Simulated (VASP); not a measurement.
GaN (strained zincblende), PBE single-point calculation: VASP's output and Ansatz's

POSCAR

```
Ga N
 1.0000000000000000
     0.0000000000000000    2.2489525415000000    2.2489525415000000
     2.2763897625000000    0.0000000000000000    2.2489525415000000
     2.2763897625000000    2.2489525415000000    0.0000000000000000
 Ga  N
   1   1
Cartesian
  0.0000000000000000  0.0000000000000000  0.0000000000000000
  1.1381948812500000  1.1244762707500000  1.1244762707500000
```

VASP ran with the recommended PBE PAW datasets (18 valence electrons in the cell).

From OUTCAR

```
k-points           NKPTS =    102   k-points in BZ     NKDIM =    102   number of bands    NBANDS=     16

   NELECT =      18.0000    total number of electrons

   dimension x,y,z NGX =    24 NGY =   24 NGZ =   24
   dimension x,y,z NGXF=    48 NGYF=   48 NGZF=   48

  energy-cutoff  :      520.00
  volume of cell :       23.03
      direct lattice vectors                 reciprocal lattice vectors
     0.000000000  2.248952542  2.248952542    -0.219646041  0.222325723  0.222325723
     2.276389763  0.000000000  2.248952542     0.219646041 -0.222325723  0.222325723
     2.276389763  2.248952542  0.000000000     0.219646041  0.222325723 -0.222325723

 k-points in reciprocal lattice and weights: KPOINTS created by Atomic Simulation Env
   0.00000000  0.00000000  0.00000000       0.001
   0.10000000  0.00000000  0.00000000       0.008
   0.20000000  0.00000000  0.00000000       0.008
   0.30000000  0.00000000  0.00000000       0.008
   0.40000000  0.00000000  0.00000000       0.008
   0.50000000 -0.00000000 -0.00000000       0.004
   0.10000000  0.10000000  0.00000000       0.004
   0.20000000  0.10000000  0.00000000       0.016
   ...

 E-fermi :   5.6030

 k-point     1 :       0.0000    0.0000    0.0000
  band No.  band energies     occupation
      1     -10.6661      2.00000
      2      -8.2302      2.00000
      3      -8.2171      2.00000
      4      -8.2171      2.00000
      5      -7.9082      2.00000
      6      -7.9080      2.00000
      7       5.1772      2.00000
      8       5.2345      2.00000
      9       5.2345      2.00000
     10       6.9002      0.00000
     11      15.4692      0.00000
     12      15.4692      0.00000
     13      15.5031      0.00000
     14      22.7395      0.00000
     15      23.7627      0.00000
     16      24.1601      0.00000

 k-point     2 :       0.1000    0.0000    0.0000
  band No.  band energies     occupation
      1     -10.5575      2.00000
      2      -8.2135      2.00000
      3      -8.2038      2.00000
      4      -8.1811      2.00000
      5      -7.9095      2.00000
      6      -7.9091      2.00000
      7       4.1138      2.00000
      8       5.0882      2.00000
      9       5.1316      2.00000
     10       7.7627      0.00000
     11      14.9805      0.00000
     12      15.6392      0.00000
     13      15.6490      0.00000
     14      22.5028      0.00000
     15      22.8265      0.00000
     16      22.8596      0.00000

 k-point     3 :       0.2000    0.0000    0.0000
  band No.  band energies     occupation
      1     -10.2848      2.00000
      2      -8.1816      2.00000
      3      -8.1728      2.00000
      4      -8.0180      2.00000
      5      -7.9092      2.00000
      6      -7.9068      2.00000
      7       2.3135      2.00000
      8       4.8209      2.00000
      9       4.8785      2.00000
     10       8.8403      0.00000
     11      14.2036      0.00000
     12      15.8839      0.00000
     13      15.9303      0.00000
     14      21.5596      0.00000
     15      21.9479      0.00000
     16      22.0450      0.00000

 k-point     4 :       0.3000    0.0000    0.0000
  band No.  band energies     occupation
      1      -9.9973      2.00000
      2      -8.1542      2.00000
      3      -8.1451      2.00000
      4      -7.8972      2.00000
      5      -7.8925      2.00000
      6      -7.6207      2.00000
      7       0.4570      2.00000
      8       4.5189      2.00000
      9       4.5927      2.00000
     10       9.5174      0.00000
     11      13.8385      0.00000
     12      15.8272      0.00000
     13      15.9483      0.00000
     14      20.9036      0.00000
     15      22.4288      0.00000
     16      22.4595      0.00000

 k-point     5 :       0.4000    0.0000    0.0000
  band No.  band energies     occupation
      1      -9.8269      2.00000
      2      -8.1423      2.00000
      3      -8.1332      2.00000
      4      -7.8762      2.00000
      5      -7.8693      2.00000
      6      -7.0170      2.00000
      7      -1.1016      2.00000
      8       4.2927      2.00000
      9       4.3789      2.00000
     10       9.7662      0.00000
     11      13.8559      0.00000
     12      15.5851      0.00000
     13      15.7477      0.00000
     14      20.7458      0.00000
     15      23.8066      0.00000
     16      23.8357      0.00000

 k-point     6 :       0.5000   -0.0000   -0.0000
  band No.  band energies     occupation
      1      -9.7778      2.00000
      2      -8.1402      2.00000
      3      -8.1310      2.00000
      4      -7.8656      2.00000
      5      -7.8579      2.00000
      6      -6.6628      2.00000
      7      -1.7803      2.00000
      8       4.2099      2.00000
      9       4.3008      2.00000
     10       9.8093      0.00000
     11      13.9121      0.00000
     12      15.4666      0.00000
     13      15.6404      0.00000
     14      20.7936      0.00000
     15      24.7917      0.00000
     16      24.8264      0.00000

 ...

  Total        0.4162950      0.6332569      0.6332569      0.0000000      0.0000000      0.0000000
  in kB       28.9650667     44.0608949     44.0608949      0.0000000      0.0000000      0.0000000
  external PRESSURE =      39.0289522 kB  Pullay stress =       0.0000000 kB

 POSITION                                       TOTAL-FORCE (eV/Angst)
 -----------------------------------------------------------------------------------
      0.00000      0.00000      0.00000        -0.000000      0.000000      0.000000
      1.13819      1.12448      1.12448         0.000000      0.000000      0.000000
 -----------------------------------------------------------------------------------
    total drift:                                0.000002      0.000001      0.000001

  FREE ENERGIE OF THE ION-ELECTRON SYSTEM (eV)
  ---------------------------------------------------
  free  energy   TOTEN  =       -12.1463056620 eV

  energy  without entropy=      -12.1463056620  energy(sigma->0) =      -12.14630566
```

Datasets and cutoffs are each program's own. VASP's cell holds 18 valence electrons and Ansatz's 18. Ansatz's stress includes a Pulay correction; VASP's doesn't.

Q: What does Ansatz give for the same cell and level of theory?

A: gap between bands v and c 1.66 eV; least direct gap 1.66 eV; pressure 3.9 GPa.

Ansatz printed

```
SCF 1 converged in 6 iterations: F = -4167.901200 eV  dr2 = 3.70e-10
  greatest PAW one-centre occupation: 0.995 electrons in one spin orbital (limit 2), on the Ga atom at site 0 (counted from 0), in its partial waves of l = 2
NSCF: frozen V_eff on 6 k-points
SCF converged after 6 iterations
Free energy (F): -4167.901200 eV
Harris-Foulkes:  -4167.901200 eV  (|F-HF|=1.22e-10)
Internal energy: -4167.901200 eV  (E = F + TS)
E sigma→0 (E₀):  -4167.901200 eV
Fermi energy:    10.413774 eV
--- Per-component energies (eV) ---
  E_band       = -7.120004
  E_kinetic    = 246.874869
  E_local      = -1954.646944  (includes V_loc(G=0)·N_el)
  E_nonlocal   = 474.291541
  E_hartree    = 898.825742
  E_xc         = -128.726322
  E_vxc        = -134.038953  (∫ρ·V_xc dr)
  E_paw        = -2120.267501  (= ΣΔE_a)
  E_vpaw       = -437.251358  (= ΣTr[D̂ρ^β])
  E_aug_tail   = 0.000086  (compensation charges beyond the density's cutoff)
  E_ewald      = -1584.252670
  E_smearing   = -0.000000  (= −TS)
  E_closure    = -0.000000  (closes the sum)
  Σ components = -4167.901200   (vs F -4167.901200, Δ=0.00e0)
--- Forces (eV/Å), atoms counted from 1 ---
  atom   1  Ga     0.00000000     0.00000000     0.00000000
  atom   2  N      0.00000000     0.00000000    -0.00000000
  max |Σ_I F_I| component: 0.00e0 eV/Å
--- Stress (GPa, compression-positive) ---
        2.852889       0.000000       0.000000
        0.000000       4.359759      -0.000000
        0.000000      -0.000000       4.359759
  P = ⅓ Tr σ = 3.8575 GPa (38.575 kbar)
--- Band table (eV; the first three rows and the last of 102) ---
  k-point 0: bands = ["-6.3215", "-3.9327", "-3.9198", "-3.9198", "-3.6135", "-3.6130", "9.5199", "9.5770", "9.5770", "11.2355", "19.8212", "19.8212", "19.8541"]
  k-point 1: bands = ["-6.2139", "-3.9160", "-3.9065", "-3.8829", "-3.6146", "-3.6144", "8.4549", "9.4311", "9.4746", "12.0996", "19.3307", "19.9904", "19.9995"]
  k-point 2: bands = ["-5.9454", "-3.8845", "-3.8757", "-3.7165", "-3.6143", "-3.6120", "6.6538", "9.1636", "9.2211", "13.1781", "18.5501", "20.2310", "20.2783"]
  k-point 101: bands = ["-5.2905", "-3.7888", "-3.7459", "-3.6139", "-3.5856", "-1.6558", "3.8632", "5.9954", "6.0291", "15.3173", "17.6638", "20.0576", "20.7301"]
```
